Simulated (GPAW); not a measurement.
Al3Cu:

```
CELL_PARAMETERS angstrom
2.77841 0.00000 0.00000
0.00000 2.77841 0.00000
0.00000 0.00000 7.51340
ATOMIC_POSITIONS crystal
Cu 0.00000 0.00000 0.00000
Al 0.50000 0.50000 0.77388
Al 0.50000 0.50000 0.22612
Al 0.00000 0.00000 0.50000
```

The cell comes from a database or a generator and needn't be the stable form of this composition.

| Quantity | Value |
| --- | --- |
| Program | GPAW 26.7.0 |
| Task | single point |
| Functional | PBEsol |
| Potentials or basis | PAW data sets generated in the run's folder for this functional |
| Cutoff | 600 eV |
| Basis | pw |
| k mesh | 10 × 10 × 4 |
| Occupations | fermi-dirac, width 0.05 eV |
| Spin | no spin polarisation |

On this cell: pressure 1.6 GPa; largest force 0.165 eV/Å; band gap on the k mesh none (metal or under the smearing width).

The same run follows on a disturbed copy (atoms moved at random, drawn with an rms of 0.05 Å):

```
Cu Al
1.0
     2.77841    0.00000    0.00000
     0.00000    2.77841    0.00000
     0.00000    0.00000    7.51340
Cu Al
1 3
Direct
  0.99047 0.00678 0.99577
  0.49501 0.49918 0.77187
  0.50029 0.49998 0.23068
  0.00447 0.99440 0.49774
```

Problem. What does the disturbed cell give?

Solution. The energy (extrapolated to zero smearing) moves by +5.1 meV/atom; pressure 1.5 GPa; largest force 0.541 eV/Å; band gap on the k mesh none (metal or under the smearing width).

Forces on the atoms (eV/Å):
```
Cu   0.049 -0.055  0.220
Al   0.001  0.029  0.176
Al  -0.027  0.009 -0.540
Al  -0.023  0.017  0.144
```

Stress tensor (GPa, compression positive):
```
 0.91 -0.01 -0.02
-0.01  0.91 -0.02
-0.02 -0.02  2.70
```

Caveats: with this Cu data set, volumes or pressures lay over 1.5 % or 2 GPa off other programs in two to four cells of ten.
